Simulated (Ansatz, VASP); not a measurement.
## Cu: VASP beside Ansatz

```xyz
1
Lattice="0.0000 1.7890 1.7890 1.7890 0.0000 1.7890 1.7890 1.7890 0.0000" Properties=species:S:1:pos:R:3 pbc="T T T"
Cu    0.0000    0.0000    0.0000
```

Alike in both runs: functional PBE; k mesh 6 × 6 × 6; occupations gaussian, width 0.01 eV; no spin polarisation.

Ansatz relaxed the structure, and its values are those at the end. VASP's run is a single point on that final structure, the one shown.

|  | VASP | Ansatz |
| --- | --- | --- |
| version | VASP 6.6.1 | Ansatz 0.2.0 |
| potentials or method | VASP PAW PBE potentials, release 64 (Cu) | plane waves, PAW |
| plane-wave cutoff (eV) | 520 | 490 |
| valence electrons in the cell | 11 | 19 |

Ansatz gave:

```
pressure (GPa) : 8.0
```

What did VASP give for the same quantities?

Pressure (GPa): 8.6.

The two sets of potentials don't hold the same shells in valence.

Caveats: the k mesh is coarse (spacing up to 0.51 Å⁻¹), so the values aren't converged.
